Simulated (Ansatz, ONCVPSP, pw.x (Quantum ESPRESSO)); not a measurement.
# What a changed setting does to a pw.x run (bcc Pt)

Potential: optimised norm-conserving Vanderbilt (ONCV), ONCVPSP 4.0.1.1 (patched build), PBE; core [Kr] 4d10 4f14, reference 5s2 5p6 5d9 6s1; waves: 5s+6s: rc 1.60 bohr, ncon 4, nbas 8, qcut 6.6 1/bohr, 2 projectors; 5p: rc 1.80 bohr, ncon 3, nbas 7, qcut 8 1/bohr, 2 projectors, debl 3.9 Ha; 5d: rc 2.64 bohr, ncon 4, nbas 8, qcut 7.1 1/bohr, 2 projectors, debl 3.7 Ha; local part: polynomial inside 1.15 bohr (lpopt 5, dvloc0 0 Ha); core correction: Teter function, fcfact 2.25, rcfact 1.05.

The reference run (k-mesh 15³, cutoffs 55/220 Ry, Fermi–Dirac 0.01 Ry, mixing_beta 0.4, conv_thr 1e-9, no spin) gives -2.00 GPa at 15.859 Å³/atom, where all-electron LAPW gives -0.19 GPa. This run, with its own iteration cap, changes diagonalization to cg.

```
&control
  calculation='scf', prefix='x', pseudo_dir='./', outdir='./tmp', tstress=.true., disk_io='none'
/
&system
  ibrav=0, nat=1, ntyp=1, ecutwfc=55, ecutrho=220, nbnd=17,
  occupations='smearing', smearing='fd', degauss=0.01
/
&electrons
  conv_thr=1e-09, mixing_beta=0.4, electron_maxstep=60, diagonalization='cg'
/
ATOMIC_SPECIES
Pt 1.0 Pt.UPF
CELL_PARAMETERS angstrom
  -1.58272430 1.58272430 1.58272430
  1.58272430 -1.58272430 1.58272430
  1.58272430 1.58272430 -1.58272430
ATOMIC_POSITIONS crystal
Pt 0.0000 0.0000 0.0000
K_POINTS automatic
15 15 15 0 0 0
```

```bash
pw.x < Pt.scf.in > Pt.scf.out
```

**Question.** How does the run end?

**Answer.** It converges in 13 iterations; the free energy moves by +0.0 meV/atom and the pressure by +0.04 GPa. The result is that of the reference run.

```
Message from routine setup:
     using ibrav=0 with symmetry is DISCOURAGED, use correct ibrav instead
     lattice parameter (alat)  =       5.1804  a.u.
     unit-cell volume          =     107.0218 (a.u.)^3
     number of electrons       =        18.00
     number of Kohn-Sham states=           17
     kinetic-energy cutoff     =      55.0000  Ry
     charge density cutoff     =     220.0000  Ry
     scf convergence threshold =      1.0E-09
     Exchange-correlation= PBE
     number of k points=   120  Fermi-Dirac smearing, width (Ry)=  0.0100
     iteration #  1     ecut=    55.00 Ry     beta= 0.40
     total energy              =    -243.56790385 Ry
     estimated scf accuracy    <       0.07001293 Ry
     iteration #  2     ecut=    55.00 Ry     beta= 0.40
     total energy              =    -243.57488158 Ry
     estimated scf accuracy    <       0.00471064 Ry
     iteration #  3     ecut=    55.00 Ry     beta= 0.40
     total energy              =    -243.57559822 Ry
     estimated scf accuracy    <       0.00072990 Ry
     [... 7 iterations left out ...]
     iteration # 11     ecut=    55.00 Ry     beta= 0.40
     total energy              =    -243.57574418 Ry
     estimated scf accuracy    <       0.00000014 Ry
     iteration # 12     ecut=    55.00 Ry     beta= 0.40
     total energy              =    -243.57574419 Ry
     estimated scf accuracy    <          9.5E-09 Ry
     iteration # 13     ecut=    55.00 Ry     beta= 0.40
     the Fermi energy is    21.9574 ev
!    total energy              =    -243.57574420 Ry
     estimated scf accuracy    <          7.6E-10 Ry
     smearing contrib. (-TS)   =      -0.00441014 Ry
     The total energy is F=E-TS. E is the sum of the following terms:
     one-electron contribution =     -58.74832856 Ry
     hartree contribution      =      39.45368026 Ry
     xc contribution           =     -27.16117805 Ry
     ewald contribution        =    -197.11550770 Ry
     convergence has been achieved in  13 iterations
          total   stress  (Ry/bohr**3)                   (kbar)     P=      -19.57
     Message from routine punch:
     Nothing written, as per user request (disk_io='none')
```

The run took about 56 s on one core of a shared host (Neoverse-N1, 64 threads, 124 GiB, load 53).
